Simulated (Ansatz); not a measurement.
Zinc-blende AlSb was calculated with revPBE (Ansatz, a quantum-chemistry and plane-wave program, plane waves, PAW).

Numerical settings: plane-wave cutoff 520 eV, 10×10×10 k mesh, Fermi–Dirac smearing 0.01 eV, scalar-relativistic PAW data made under PBE.

Pressure at four volumes; x = ln(V/30.718 Å³). One pressure is withheld.

```csv
V (Å³/atom),x,P (GPa)
28.875,-0.0619,?
29.489,-0.0408,2.09
30.718,0.0000,0.00
32.561,0.0583,-2.40
```

Task: Pass a parabola P(x) through the three rows shown, estimate the bulk modulus and its pressure derivative near zero pressure, and predict the withheld pressure.

Result: Slopes between the rows: (0.00 − (2.09))/(0.0000 − (-0.0408)) = -51.23 and (-2.40 − (0.00))/(0.0583 − (0.0000)) = -41.17 GPa. Their difference over the span 0.0991 is c = 10.06/0.0991 = 101.5 GPa, so P(x) = 2.09 + (-51.23)(x − (-0.0408)) + 101.5 (x − (-0.0408))(x − (0.0000)). At the middle row B = −dP/dx = −[-51.23 + 101.5 × 0.0408] = 47.1 GPa, and B′ = dB/dP = 2c/B = 4.3. At x = -0.0619 the parabola gives 3.30 GPa; the run gives 3.33 GPa. The Birch–Murnaghan fit to the energies at all volumes has B0 = 46.9 GPa and B′ = 4.5.

Measured, for comparison: bulk modulus 58.2 GPa (temperature not stated, not corrected to a static lattice; as tabulated in Toher et al. (2017), arXiv:1611.05714). Computed (rounded) less measured: bulk modulus -19 %.

Spin–orbit coupling is not included.
